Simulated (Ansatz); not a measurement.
Crystal: RuS2 (Laurite).

```
CELL_PARAMETERS angstrom
5.61060 0.00000 0.00000
0.00000 5.61060 0.00000
0.00000 0.00000 5.61060
ATOMIC_POSITIONS crystal
Ru 0.00000 0.50000 0.50000
Ru 0.50000 0.50000 0.00000
Ru 0.50000 0.00000 0.50000
Ru 0.00000 0.00000 0.00000
S 0.38831 0.11169 0.88831
S 0.11169 0.88831 0.38831
S 0.88831 0.38831 0.11169
S 0.61169 0.61169 0.61169
S 0.61169 0.88831 0.11169
S 0.88831 0.11169 0.61169
S 0.11169 0.61169 0.88831
S 0.38831 0.38831 0.38831
```

- Program: Ansatz 0.2.0
- Task: relaxation of cell and atoms
- Functional: PBEsol
- Potentials or basis: Ansatz PAW
- Cutoff: 420 eV (not typed: the program's choice for these potentials)
- k mesh: 5 × 5 × 5
- Occupations: fermi-dirac, width 0.05 eV
- Spin: no spin polarisation

At the start: volume 14.72 Å³/atom.

Task: Where does the relaxation end?

Result: It ends after 5 steps and the volume is 14.48 Å³/atom (-1.6 %); space group Pa-3 (No. 205, to 0.05 Å).

Step by step:
```tsv
step	energy change (eV)	largest force (eV/Å)	volume (Å³)
1	0.0000	0.3308	176.62
2	-0.0489	0.1370	173.28
3	-0.0536	0.0432	173.62
4	-0.0541	0.0095	173.75
5	-0.0535	0.0095	173.75
```

Final structure:
```
Ru S
1.0
     5.58012    0.00000    0.00000
     0.00000    5.58012    0.00000
     0.00000    0.00000    5.58012
Ru S
4 8
Direct
  0.00000 0.50000 0.50000
  0.50000 0.50000 0.00000
  0.50000 0.00000 0.50000
  0.00000 0.00000 0.00000
  0.38623 0.11377 0.88623
  0.11377 0.88623 0.38623
  0.88623 0.38623 0.11377
  0.61377 0.61377 0.61377
  0.61377 0.88623 0.11377
  0.88623 0.11377 0.61377
  0.11377 0.61377 0.88623
  0.38623 0.38623 0.38623
```

Caveat: the plane-wave basis is chosen anew once the cell has moved, so the energies of steps on either side of that aren't comparable; the PAW data sets come from PBE, with cores solved anew for the run's functional, which leaves a small shift of forces and pressure.
